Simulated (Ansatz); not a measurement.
**Acetic acid (C2H4O2): taking an electron away**

An exercise on one series of results from a longer session: the logs are not shown, and one member is left open.

Computed with Ansatz 0.2.0, Gaussian basis. Level: unrestricted cation, the program's frozen cores in correlated methods.

Plan: UKS PBE-D4/def2-TZVPP; UKS r2SCAN-D4/def2-TZVPP; UKS PBE0-D4/def2-TZVPP; UKS B3LYP-D4/def2-TZVPP; UKS wB97X-V/def2-TZVPP; UKS wB97M-V/def2-TZVPP; UKS B2PLYP/def2-TZVPP; UHF-CCSD(T)/def2-TZVPP; UHF-CCSD(T)/def2-QZVPP; extrapolation to the limit; then −ε(HOMO) from the neutral's earlier runs with LDA (SPW92), PBE-D4, revPBE-D4, BLYP-D4, r2SCAN-D4, B97M-V, PBE0-D4, B3LYP-D4, r2SCANh-D4, r2SCAN0-D4, HSE06-D4, BHLYP-D4, CAM-B3LYP-D4, LC-ωPBE, ωB97X-V, ωB97M-V.

## The relaxed structure

All runs share one geometry, relaxed beforehand with PBE0-D4 in a triple-zeta def2 set.

SMILES `CC(=O)O`, 8 atoms, charge 0, spin multiplicity 1.

Atoms are counted from 1 here; the program's logs count them from 0.

Bond lengths: C1–C2 1.495 Å, C1–H5 1.092 Å, C1–H6 1.092 Å, C1–H7 1.087 Å, C2–O3 1.200 Å, C2–O4 1.346 Å, O4–H8 0.967 Å. Angles: C2–C1–H5 109.8°, C2–C1–H6 109.8°, C2–C1–H7 109.6°, H5–C1–H6 107.3°, H5–C1–H7 110.2°, H6–C1–H7 110.2°, C1–C2–O3 126.0°, C1–C2–O4 111.6°, O3–C2–O4 122.4°, C2–O4–H8 106.5°.

The first run:

The input, in.yaml:

```yaml
crystal:
  periodic: [false, false, false]
  atoms:
    - {symbol: C, position_ang: [-0.014489, 0.930101, -0.238760]}
    - {symbol: C, position_ang: [0.292454, -0.474369, 0.172418]}
    - {symbol: O, position_ang: [1.373311, -0.900890, 0.472450]}
    - {symbol: O, position_ang: [-0.812358, -1.243919, 0.171807]}
    - {symbol: H, position_ang: [-0.453360, 0.934536, -1.238267]}
    - {symbol: H, position_ang: [-0.751846, 1.361029, 0.441119]}
    - {symbol: H, position_ang: [0.897024, 1.521407, -0.226951]}
    - {symbol: H, position_ang: [-0.530725, -2.127895, 0.446175]}
basis:
  gaussian: {orbitals: def2-TZVPP}
total_charge: 1
magnetization: {spin_polarized: true, initial_magnetization: 1}
hamiltonian: {xc: pbe, dispersion: d4}
```

Command:

```bash
$ ansatz run in.yaml --threads 2 --pin off --events-out ev --progress --plain --max-ram 32768MiB --backend cpu
```

Steps of the session up to this table: Cation, UKS PBE-D4/def2-TZVPP; Cation, UKS r2SCAN-D4/def2-TZVPP; Cation, UKS PBE0-D4/def2-TZVPP; Cation, UKS B3LYP-D4/def2-TZVPP; Cation, UKS wB97X-V/def2-TZVPP; Cation, UKS wB97M-V/def2-TZVPP; Cation, UKS B2PLYP (frozen core)/def2-TZVPP; Cation, UHF-CCSD(T)/def2-TZVPP; Cation, UHF-CCSD(T)/def2-QZVPP.

One table of the session follows, with a row left open; its other results are not shown here.

Orbital estimates, from the neutral's runs:

| functional | −ε(HOMO) (eV) |
| --- | --- |
| LDA (SPW92) | 6.63 |
| PBE-D4 | 6.43 |
| revPBE-D4 | 6.35 |
| BLYP-D4 | 6.36 |
| r2SCAN-D4 | 6.76 |
| B97M-V | 6.89 |
| PBE0-D4 | ? |
| B3LYP-D4 | 7.88 |
| r2SCANh-D4 | 7.40 |
| r2SCAN0-D4 | 8.37 |
| HSE06-D4 | 7.71 |
| BHLYP-D4 | 9.79 |
| CAM-B3LYP-D4 | 9.64 |
| LC-ωPBE | 10.96 |
| ωB97X-V | 10.62 |
| ωB97M-V | 10.57 |

Estimate the missing values for PBE0-D4.

**Answer.** −ε(HOMO) (eV): 8.12. In the column «−ε(HOMO) (eV)» it lies between B3LYP-D4 (7.88) and r2SCAN0-D4 (8.37).
